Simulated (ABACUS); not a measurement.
## LiCl: equation of state with r2SCAN

The system is LiCl.

```
Cl Li
1.0
     0.00000    2.56477    2.56477
     2.56477    0.00000    2.56477
     2.56477    2.56477    0.00000
Cl Li
1 1
Direct
  0.50000 0.50000 0.50000
  0.00000 0.00000 0.00000
```

```
Program                                       : ABACUS 3.10.1
Task                                          : equation of state
Functional                                    : r2SCAN
Potentials or basis                           : SG15 ONCV 1.2 PBE
Cutoff                                        : 1170 eV
Density cutoff                                : 4680 eV
Basis                                         : plane waves
k mesh                                        : 6 × 6 × 6
Occupations                                   : fermi-dirac, width 0.05 eV
Spin                                          : no spin polarisation
Radial cutoff of the potentials (pseudo_rcut) : 7 bohr
SCF threshold on the density                  : 1e-08
Max SCF steps                                 : 100
Eigensolver                                   : dav
Mixing                                        : broyden
Mixing share                                  : 0.7
Symmetry key                                  : 1
Bands                                         : 9
```

```json
{
  "Equilibrium volume": "16.72 Å³/atom (rough: see the caveat)",
  "Bulk modulus": "193 GPa (rough)"
}
```

Energy against volume, from the lowest point:
| volume (Å³/atom) | energy (meV/atom) |
| --- | --- |
| 15.859 | 42.96 |
| 16.534 | 0.00 |
| 17.209 | 4.50 |
| 17.883 | 14.12 |

All runs of the series together: 28 s on 4 threads of Intel(R) Xeon(R) 6975P-C (Granite Rapids) (shared host).

Caveat: the fit is doubtful: noisy points or a state that changes with volume; the potentials were made for another functional, which shifts forces and pressure.
